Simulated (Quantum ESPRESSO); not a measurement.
CoO:

```xyz
2
Lattice="-1.5080 1.5080 2.1073 1.5080 -1.5080 2.1073 1.5080 1.5080 -2.1073" Properties=species:S:1:pos:R:3 pbc="T T T"
Co    0.0000    0.0000    0.0000
O     0.0000    0.0000    2.1073
```

Base run:

| Quantity | Value |
| --- | --- |
| Program | Quantum ESPRESSO 7.5 |
| Functional | RPBE |
| Potentials or basis | PseudoDojo 0.4.1 SR PBEsol standard |
| Cutoff | 1306 eV |
| Density cutoff | 5225 eV |
| k mesh | 9 × 9 × 9 |
| Occupations | gaussian, width 0.05 eV |
| Spin | collinear spin, ferromagnetic start |
| Starting moments | [3.0, 0.0] μB |
| Hubbard terms | Co d U = 2 eV |

Its results: band gap on the k mesh none (metal or under the smearing width); pressure 7.1 GPa; net moment 3.00 μB per cell; site moments Co +2.58; O +0.31 μB.

Problem. The run is repeated on the same cell with these changes: functional from RPBE to revPBE. What comes out?

Solution. Band gap on the k mesh none (metal or under the smearing width); pressure 5.5 GPa; net moment 3.00 μB per cell; site moments Co +2.58; O +0.31 μB.

Caveats: the potentials were made for another functional, which shifts forces and pressure; a cell with one magnetic atom can't hold antiferromagnetic order, which such compounds often take.
